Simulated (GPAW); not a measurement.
Runs of GPAW 26.7.0 on Mn3Si. The structure is cubic, space group Fm-3m (No. 225). Conventional cell: a = 5.722 Å, b = 5.722 Å, c = 5.722 Å, α = 90.00°, β = 90.00°, γ = 90.00°. Around Mn (site symmetry -43m) lie 4 Mn at 2.48 Å and 4 Si at 2.48 Å. Mn (site symmetry m-3m) is surrounded by 8 Mn at 2.48 Å. Around Si (site symmetry m-3m) lie 8 Mn at 2.48 Å. 

```tsv
level	gap on the mesh (eV)	pressure (GPa)	moment (μB)	relaxed volume (Å³/atom)
PBEsol+D3	none	-0.3	1.09	10.67
PBEsol	none	-0.1	(b)	(a)
PBEsol+D3(BJ)	none	0.0	1.09	10.61
PBEsol+D3(BJ)+ATM	none	-0.3	1.09	10.68
```

Alike in all rows: task relaxation of cell and atoms; potentials or basis PAW data sets generated in the run's folder for this functional, pw; spin collinear, ferromagnetic start; cell relaxed; k mesh 6 × 6 × 6; cutoff (eV) 600; smearing fermi-dirac 0.05 eV.

Problem. Fill in the values left out.

Solution. (a) 10.88; (b) 1.07.

Caveats: each step starts from the last one's moments, so a moment once lost doesn't come back; later steps reuse the first step's grids; pairwise dispersion overbinds metals, which lowers pressure and volume (some runs).

A gap of «none» marks a metal or a gap under the smearing width.
